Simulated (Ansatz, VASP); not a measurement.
## Cross-check of Si54C53 (V_C2) between VASP and Ansatz

Wanted: the spread between two codes on one cell, functional and k mesh. The cell is taken from a series of runs on this material, whose earlier steps may have relaxed, scaled, displaced or heated it; both programs get it as it stands.

Calculated with Ansatz 0.2.0; plane waves, with VASP 6.6.1 beside it; single point at PBEsol.

## 1. The structure

The cell holds 107 atoms: 54 Si and 53 C. Cell: a = 9.236 Å, b = 9.236 Å, c = 15.108 Å, α = 90.0°, β = 90.0°, γ = 120.0°. It derives from SiC (SiC (P6_3mc)). Nearest the centre at fractional (0.667, 0.667, 0.374): Si32 at 1.82 Å, Si26 at 1.85 Å, Si50 at 1.86 Å, Si53 at 1.92 Å, C98 at 3.02 Å, C68 at 3.02 Å, C92 at 3.06 Å, C86 at 3.06 Å.

## 2. Ansatz: single point, PBEsol

Ansatz runs on its PAW soft_1 files.

With cell and atoms fixed, the geometry can't cause a difference; cores, projectors, grids and the points listed under the comparison can.

input.yaml reads:

```yaml
crystal:
  checkpoint: "../q0_M2.relax.run"
  host: checkpoint
basis:
  ecutwfc: 420
  xc_grid: 2
hamiltonian:
  xc: pbesol
  pseudopotentials: { kind: paw, azcp: { folder: soft_1 }, xc_functional: pbe }
kpoints:
  mp_grid: { grid: [2, 2, 2], shift: [0.5, 0.5, 0.5] }
magnetization:
  spin_polarized: true
  initial_magnetization: 2
  spin_locking: { lock_magnetization: hard }
scf:
  occupations: { method: fermi_dirac, width: 0.01 }
  max_iter: 80
output:
  forces: true
  eigenvalues: true
  charged_corrections:
    epsilon: [7.09, 7.09, 7.35]
    static_epsilon: [10.43, 10.43, 10.95]
    defect_position: [0.666667, 0.666667, 0.374367]
  eigenstates: { localisation: true }
  populations: true
  efg: {}
  band_densities: [{ bands: [v1, v1] }, { bands: [c1, c1] }]
  write_density: true
  write_potential: true
  volumetric_format: npy
  elf: true
checkpoint:
  write: "../q0_M2.pbesol.run"
  compress: false
  write_wavefunctions: false
  write_every: 100000
```

Launch:

```sh
> ansatz run input.yaml --threads 8 --pin off --max-ram 15073MiB --backend cpu --events-out ev --progress --plain --runs-dir out
```

Numbers of over 12 decimals in the logs are rounded to 6 here.

Output:

```text
crystal.checkpoint: the structure is that of <dir>, a `relax` run, at its step 7: its result, under r2scan at a charge of 0 e; 107 atoms read, 0 with a starting moment; this deck's functional is pbesol; no density is read with it (checkpoint.read); crystal.structure_sha256 for this input is
Engine: ansatz 0.2.0, aarch64-unknown-linux-gnu
Pseudopotentials: kind: paw
Pseudopotential: Si, paw, valence charge 4, recommended cutoff 420 eV (normal), soft_1/Si.paw.azcp
Pseudopotential: C, paw, valence charge 4, recommended cutoff 420 eV (normal), soft_1/C.paw.azcp
Functional definition: PBEsol
  exchange = pbesol_x
  correlation = pbesol_c
Crystal: 107 atoms, lattice volume = 1116.095 Å³
Basis set: ecut = 420 eV, 21747 PW (Γ), exchange–correlation on 128×128×216 points (8 copies of the dense FFT grid, shifted against one another)
Bands: 322, of which v1, the nominal top of the filled ones, is band 214 counted from 1 (213 counted from 0)
Symmetry: 1 space group operations
Space group: P1 (ITA 1), of the structure as read, at distance tolerance 1.0e-4 Å
Magnetic group: BNS 1.1 (UNI 1), of the structure as read, at distance tolerance 1.0e-4 Å
k-points: 4 of 8 (time reversal used)
Non-local potential: Si, projectors of the file, l = 0: 2, l = 1: 2, l = 2: 1
Non-local potential: C, projectors of the file, l = 0: 2, l = 1: 2, l = 2: 1
PAW form: soft (Blöchl's): semilocal exchange-correlation on the pseudo side does not see the compensation charge
PAW frozen core: Si, regenerated for the run's functional, and the local potential with it (the file was generated under x = pbe(κ = 0.804, μ = 0.219515), c = pbe(β = 0.066725))
PAW frozen core: C, regenerated for the run's functional, and the local potential with it (the file was generated under x = pbe(κ = 0.804, μ = 0.219515), c = pbe(β = 0.066725))
PAW one-centre angular grid: Si, 110 points (default); XC on 64 Gauss nodes
PAW one-centre angular grid: C, 110 points (default); XC on 64 Gauss nodes
Initial density: superposition of atomic densities (chi_scale 0.1, normalization cell)
Starting moments: Σ|m| = 2 μB on 107 of 107 sites
Initial wavefunctions: pseudopotential atomic-orbital guess
Functional: x = pbesol(κ = 0.804, μ = 0.123457), c = pbesol(β = 0.046)
SCF iter   1: F=—  HF=-46751.384777 eV  |F-HF|=—  |Δ(HF+E_count)|=         —  Δρ=7.28e-2 (↑7.19e-2 ↓7.28e-2)  dr2=2.91e2  dr2_m=9.10e-2  M=2.000 μB ∫|m|=2.001 μB  β_m=0.30  ethr=3.10e-3  ⟨swp⟩=6.0  Hψ=11872  notcnv=0  defer=596
preconditioner: auto → Resta (q_TF=auto, 2.325 Å⁻¹)  ε∞=4.3  [insulator: Δε(μ)=0.062 eV  Ē_g=12.728 eV  σ=0.010 eV  W_gap=0.91  n_scr=244 (ndim 8)  ℏωp=23.0 eV  f_vac=0.000  D(μ)=3.39/eV (n_scr^D=2)  ε∞_Penn≈4.3]
spin=Collinear: Resta preconditioning applied to the charge; magnetization (m = ρ↑ − ρ↓) channel mixes plain (no charge-response kernel on spin).
SCF iter   2: F=—  HF=-46686.128658 eV  |F-HF|=—  |Δ(HF+E_count)|=    6.53e1  Δρ=4.05e-2 (↑3.99e-2 ↓4.05e-2)  dr2=8.69e1  dr2_m=6.50e-2  M=2.000 μB ∫|m|=2.004 μB  β_m=0.47  ethr=3.10e-3  ⟨swp⟩=3.0  Hψ=4752  notcnv=0  defer=812
SCF iter   3: F=—  HF=-46659.755268 eV  |F-HF|=—  |Δ(HF+E_count)|=    2.64e1  Δρ=1.08e-2 (↑1.08e-2 ↓1.08e-2)  dr2=3.17e0  dr2_m=7.97e-3  M=2.000 μB ∫|m|=2.025 μB  β_m=0.72  ethr=3.10e-3  ⟨swp⟩=3.0  Hψ=4450  notcnv=0  defer=812
SCF iter   4: F=—  HF=-46659.055316 eV  |F-HF|=—  |Δ(HF+E_count)|=   7.00e-1  Δρ=1.30e-3 (↑1.29e-3 ↓1.30e-3)  dr2=5.99e-2  dr2_m=2.82e-4  M=2.000 μB ∫|m|=2.051 μB  β_m=0.83  ethr=7.41e-4  ⟨swp⟩=2.0  Hψ=2717  notcnv=0  defer=812
SCF iter   5: F=—  HF=-46659.066769 eV  |F-HF|=—  |Δ(HF+E_count)|=   1.15e-2  Δρ=3.41e-4 (↑3.39e-4 ↓3.41e-4)  dr2=3.93e-3  dr2_m=2.00e-5  M=2.000 μB ∫|m|=2.053 μB  β_m=0.91  ethr=1.40e-5  ⟨swp⟩=3.0  Hψ=3126  notcnv=0  defer=812
SCF iter   6: F=—  HF=-46659.068168 eV  |F-HF|=—  |Δ(HF+E_count)|=   1.40e-3  Δρ=1.42e-4 (↑1.40e-4 ↓1.42e-4)  dr2=1.36e-3  dr2_m=2.02e-6  M=2.000 μB ∫|m|=2.053 μB  β_m=0.84  ethr=9.18e-7  ⟨swp⟩=2.5  Hψ=3530  notcnv=0  defer=812
SCF iter   7: F=—  HF=-46659.068030 eV  |F-HF|=—  |Δ(HF+E_count)|=   1.38e-4  Δρ=1.97e-5 (↑1.97e-5 ↓1.89e-5)  dr2=2.42e-5  dr2_m=1.52e-7  M=2.000 μB ∫|m|=2.052 μB  β_m=0.86  ethr=3.17e-7  ⟨swp⟩=2.0  Hψ=3320  notcnv=0  defer=812
SCF iter   8: F=—  HF=-46659.068597 eV  |F-HF|=—  |Δ(HF+E_count)|=   5.68e-4  Δρ=5.48e-6 (↑5.47e-6 ↓5.48e-6)  dr2=2.10e-6  dr2_m=8.61e-9  M=2.000 μB ∫|m|=2.052 μB  β_m=0.88  ethr=5.66e-9  ⟨swp⟩=2.0  Hψ=3830  notcnv=0  defer=812
SCF iter   9: F=—  HF=-46659.068597 eV  |F-HF|=—  |Δ(HF+E_count)|=   1.72e-7  Δρ=1.83e-6 (↑1.83e-6 ↓1.83e-6)  dr2=2.53e-7  dr2_m=1.11e-9  M=2.000 μB ∫|m|=2.052 μB  β_m=0.86  ethr=4.91e-10  ⟨swp⟩=2.0  Hψ=3047  notcnv=0  defer=812
[...]
k-point 3 ↓: bands = [... 210 lower, 9.0615, 9.1038, 9.2915, 11.1967, 11.5384, 11.7138, 11.7234, 11.8290, ... 104 higher]
--- Löwdin populations: 107 sites ---
  site symbol       q [e]    m [muB]
     0     Si      2.9998     0.0005
     1     Si      2.9880     0.0246
     2     Si      3.0127     0.0020
     3     Si      3.0135     0.0016
     4     Si      3.0046     0.0028
     5     Si      3.0120     0.0008
     6      C      4.9234     0.0002
     7      C      4.9134     0.0508
     8      C      4.9100    -0.0003
     9      C      4.9119     0.0012
    10      C      4.9130     0.0005
    11      C      4.9125    -0.0001
    12     Si      2.9999     0.0004
    13     Si      2.9998     0.0034
    14     Si      3.0132     0.0016
    15     Si      3.0128     0.0020
    16     Si      3.0134     0.0000
    17     Si      3.0128     0.0005
    18      C      4.9229     0.0007
    19      C      4.9227    -0.0002
    20      C      4.9101     0.0001
    21      C      4.9114     0.0017
    22      C      4.9143     0.0021
    23      C      4.9121     0.0001
[...]
99     Si      3.0084     0.0044
   100     Si      3.3360     0.4110
   101     Si      3.0113     0.0007
   102      C      4.9235     0.0018
   103      C      4.9108     0.0011
   104      C      4.8923     0.0328
   105      C      4.8929     0.0343
   106      C      4.9146     0.0016
  spilling = 0.009724 (of n_electrons = 428.000000)
--- Band densities, each state counted as filled ---
  window                                       electrons  max residual (eV)  cut levels
  bands: [v1, v1]                    1.000000 + 1.000000             3.3e-4           0
  bands: [c1, c1]                    1.000000 + 1.000000             3.0e-4           0
```

The column dr2 measures how far the density is from self-consistency, as an energy; F and HF (Harris–Foulkes) agree once it is small.

## 3. VASP: single point, PBEsol

The same cell, functional, mesh and smearing now go to VASP, with its own data sets.

Lines of VASP's logs that name or quote its potential files are left out, and so is its time.

INCAR reads:

```
SYSTEM = Si54C53
PREC = Accurate
ENCUT = 520
EDIFF = 1E-06
NELM = 200
ISMEAR = -1
SIGMA = 0.01
LREAL = Auto
ALGO = Normal
GGA = PS
NBANDS = 288
ISPIN = 2
MAGMOM = 0 0.01 0 0 0 0 0 0 0 0 -0 0 0 0 0 0.01 0 0 0 0 0 0 0 0 0 0.07 0.01 0 0 0 0 0.04 0 0 0 0 0 0 0 0 0 0 0 0 0 0 0 0 0 0.07 0.01 0 0.08 0 0 0.04 -0 -0 0 -0 0 -0 0 0 0 -0 -0 0.01 0.01 0 0 0.01 0.01 -0 0.01 0 0 0.01 0 0.04 0 0.02 0.03 0 -0 0.02 0.01 0.02 0.01 0.01 -0 0.02 0 0 0 -0 -0 0.01 -0 0 0 0 0 0 0.02 0.03 0
LORBIT = 11
LWAVE = .FALSE.
LCHARG = .FALSE.
ISIF = 2
ISYM = 0
NUPDOWN = 2
LASPH = .TRUE.
GGA_COMPAT = .FALSE.
KPAR = 4
```

POSCAR reads:

```
Si54C53
1.0
    9.2359949282      0.0000000000      0.0000000000
   -4.6179974641      7.9986062370      0.0000000000
    0.0000000000      0.0000000000     15.1078644027
Si C
54 53
Direct
    0.1116574240      0.2214649450      0.8331499845
    0.2216567563      0.1115752054      0.3334168886
[... 2 atom lines left out ...]
    0.0006608668      0.0009189908      0.5003403817
[... 2 atom lines left out ...]
    0.2200928400      0.4442737403      0.3332395010
[... 5 atom lines left out ...]
    0.2220954362      0.7790910160      0.3330187054
[... 1 atom line left out ...]
    0.1109024910      0.8892840036      0.1670642789
    0.0000708379      0.6671828043      0.5000856169
[... 2 atom lines left out ...]
    0.5540691560      0.1111337453      0.3330018001
[... 1 atom line left out ...]
    0.4439633199      0.2224488331      0.1670956398
[... 3 atom lines left out ...]
    0.5470050184      0.4484299172      0.3336936095
    0.5554563838      0.4432890669      0.6675072579
    0.4433758797      0.5553702363      0.1657437966
    0.3321534799      0.3324179091      0.5003629428
[... 2 atom lines left out ...]
    0.5610096981      0.7720565642      0.3297753958
    0.5565427042      0.7765253280      0.6663840316
    0.4439247050      0.8892761057      0.1665613447
    0.3342347357      0.6660484555      0.4994371921
[... 2 atom lines left out ...]
    0.8888244105      0.1129963712      0.3332347941
[... 2 atom lines left out ...]
    0.6671086529      0.9988834796      0.4994272112
[... 2 atom lines left out ...]
    0.8862906656      0.4468540058      0.3331588737
[... 1 atom line left out ...]
    0.7769460366      0.5561812544      0.1669554217
    0.6660139594      0.3330670694      0.5000959821
[... 2 atom lines left out ...]
    0.8852756489      0.7863578081      0.3334946206
    0.8897886338      0.7776563190      0.6674455692
    0.7777556188      0.8897540429      0.1657407621
    0.6694123221      0.6635207787      0.5014380346
[... 2 atom lines left out ...]
    0.0018464345      0.0052552889      0.3753716126
[... 5 atom lines left out ...]
    0.9974296708      0.3356754095      0.3745936068
[... 1 atom line left out ...]
    0.2213699421      0.4447535003      0.2082601624
    0.2220149410      0.4440837004      0.5419030323
[... 2 atom lines left out ...]
    0.9953130551      0.6689577678      0.3748700524
[... 1 atom line left out ...]
    0.2216260086      0.7780830449      0.2084414282
[... 9 atom lines left out ...]
    0.3279438321      0.3313592694      0.3753928573
[... 1 atom line left out ...]
    0.5544494077      0.4456105852      0.2082810595
    0.5538807682      0.4411516944      0.5430966310
[... 2 atom lines left out ...]
    0.3355125318      0.6666231773      0.3744074731
[... 1 atom line left out ...]
    0.5550993251      0.7779932752      0.2059281184
    0.5566379218      0.7764920185      0.5407098493
[... 2 atom lines left out ...]
    0.6665129404      0.9976091675      0.3744040849
[... 1 atom line left out ...]
    0.8883708527      0.1117425661      0.2082569883
    0.8891030625      0.1111612308      0.5418931521
[... 2 atom lines left out ...]
    0.6642593343      0.3379955148      0.3748790047
[... 1 atom line left out ...]
    0.8878067474      0.4453503747      0.2083944659
    0.8886132690      0.4446004337      0.5419639858
[... 3 atom lines left out ...]
    0.8876722161      0.7787157196      0.2081655186
    0.8918341013      0.7791978293      0.5430115316
    0.7781288846      0.8891637228      0.0412177263
```

KPOINTS reads:

```
Points of the shifted mesh
8
Reciprocal
 0.2500000000  0.2500000000  0.2500000000 1
 0.2500000000  0.2500000000  0.7500000000 1
 0.2500000000  0.7500000000  0.2500000000 1
 0.2500000000  0.7500000000  0.7500000000 1
 0.7500000000  0.2500000000  0.2500000000 1
 0.7500000000  0.2500000000  0.7500000000 1
 0.7500000000  0.7500000000  0.2500000000 1
 0.7500000000  0.7500000000  0.7500000000 1
```

The projector-augmented-wave data sets are Si and C (PBE family, release 64).

Launch:

```sh
> mpirun -np 8 vasp_std
```

Output:

```text
[banner, memory and clock lines left out]
running    8 mpi-ranks, on    1 nodes
[...]
|                                                                             |
|           W    W    AA    RRRRR   N    N  II  N    N   GGGG   !!!           |
|           W    W   A  A   R    R  NN   N  II  NN   N  G    G  !!!           |
|           W    W  A    A  R    R  N N  N  II  N N  N  G       !!!           |
|           W WW W  AAAAAA  RRRRR   N  N N  II  N  N N  G  GGG   !            |
|           WW  WW  A    A  R   R   N   NN  II  N   NN  G    G                |
|           W    W  A    A  R    R  N    N  II  N    N   GGGG   !!!           |
|                                                                             |
|     For optimal performance we recommend to set                             |
|       NCORE = 2 up to number-of-cores-per-socket                            |
|     NCORE specifies how many cores store one orbital (NPAR=cpu/NCORE).      |
|     This setting can greatly improve the performance of VASP for DFT.       |
[...]
|                                                                             |
|     You enforced a specific xc type in the INCAR file but a different       |
|     [... a line on the potential file left out ...]
|     I HOPE YOU KNOW WHAT YOU ARE DOING!                                     |
|                                                                             |

 LDA part: xc-table for (Slater+PW92), standard interpolation
 POSCAR, INCAR and KPOINTS ok, starting setup
[...]
entering main loop
       N       E                     dE             d eps       ncg     rms          rms(c)
DAV:   1     0.128506006577E+04    0.12851E+04   -0.19481E+05  9216   0.134E+03
DAV:   2    -0.785519235546E+03   -0.20706E+04   -0.19557E+04 11232   0.238E+02
DAV:   3    -0.937051078691E+03   -0.15153E+03   -0.14976E+03 11208   0.606E+01
DAV:   4    -0.940595763733E+03   -0.35447E+01   -0.35281E+01 11144   0.101E+01
[...]
DAV:  16    -0.845267798340E+03   -0.68816E-05   -0.16532E-06  7336   0.265E-03    0.687E-03
DAV:  17    -0.845267801513E+03   -0.31727E-05   -0.17619E-06  7104   0.236E-03    0.317E-03
DAV:  18    -0.845267801077E+03    0.43590E-06   -0.43455E-07  5568   0.123E-03
   1 F= -.84526780E+03 E0= -.84526779E+03  d E =-.321012E-04  mag=     1.9995
```

From OUTCAR (step 3):

```text
  FREE ENERGIE OF THE ION-ELECTRON SYSTEM (eV)
  ---------------------------------------------------
  free  energy   TOTEN  =      -845.2678010768 eV

  energy  without entropy=     -845.2677689755  energy(sigma->0) =     -845.26778503

 magnetization (x)
# of ion       s       p       d       tot
------------------------------------------
    1        0.000   0.000   0.000   0.000
    2        0.005   0.011   0.000   0.016
    3        0.000   0.001   0.000   0.001
    4        0.000   0.001   0.000   0.001
    5        0.000   0.000   0.000   0.001
    6        0.000   0.000   0.000   0.000
    7        0.000   0.000   0.000   0.000
    8        0.001   0.000   0.000   0.001
    9        0.000   0.001   0.000   0.001
   10        0.000   0.001   0.000   0.001
   11       -0.000  -0.000   0.000  -0.000
   12       -0.000   0.000   0.000   0.000
   13        0.001   0.001   0.000   0.002
[...]
--------------------------------------------------
tot          0.194   0.633   0.000   0.827
```

The run ends at a pressure of 0.09 GPa, with forces up to 0.16 eV/Å.

## 4. Differences

Known differences besides the potentials themselves: VASP starts from the moments at which Ansatz ended; the cutoff is 420 eV in Ansatz and 520 eV in VASP (PREC = Accurate, projectors in real space); Ansatz makes its cores anew for this functional, VASP keeps those of its PBE data sets; site moments are counted in spheres of each program's own size. Total energies have different zeros and are not compared.

The two programs side by side:

```csv
quantity,Ansatz,VASP,difference
"total moment, fixed by the input (μB)",2.00,2.00,0.00
moment on Si53 (μB),0.08,0.15,-0.07
moment on Si50 (μB),0.07,0.12,-0.05
moment on Si26 (μB),0.07,0.12,-0.05
moment on Si32 (μB),0.04,0.06,-0.02
```

Forces on 10 of the 107 atoms, those with the largest forces and the largest differences (eV/Å; atoms numbered as in POSCAR):

```csv
atom,"Ansatz x, y, z","VASP x, y, z"
Si2,"0.112, -0.063, -0.099","0.114, -0.064, -0.099"
Si8,"-0.089, 0.073, -0.015","-0.089, 0.071, -0.016"
Si32,"-0.053, 0.015, 0.056","-0.041, 0.007, 0.066"
Si38,"-0.103, 0.048, -0.017","-0.099, 0.049, -0.017"
Si53,"-0.036, 0.021, 0.054","-0.033, 0.021, 0.041"
C80,"-0.031, -0.032, 0.087","-0.042, -0.026, 0.095"
C83,"0.003, 0.064, -0.093","-0.001, 0.056, -0.103"
C86,"0.105, -0.022, -0.029","0.102, -0.020, -0.024"
C88,"0.105, -0.052, 0.019","0.106, -0.049, 0.009"
C92,"0.075, -0.085, -0.031","0.074, -0.082, -0.032"
```

The forces differ by 3.5 meV/Å r.m.s., which is 8.4 % of the r.m.s. force of 0.042 eV/Å (both taken over all components).

## 5. What came out

```
r.m.s. force difference (single point, PBEsol) : 3.5 meV/Å
```

**Reading.** The r.m.s. force difference is 3.5 meV/Å (single point, PBEsol), within the 12 meV/Å picked in this series as the mark of a large difference. How closely two codes agree says nothing of how well the functional describes the real material.

[Lines on the potential files, build, host, timing and source positions are cut from VASP's logs without a mark.]

[Logs are printed without paths, hosts, clocks, repeated set-up lines and the standing remarks that a program may print on its own settings, such as how far it seeks lower states.]

[Hosts, paths, dates, database ids (printed as entryN), source tags and the programs' standing remarks are cut or masked in the printed files.]
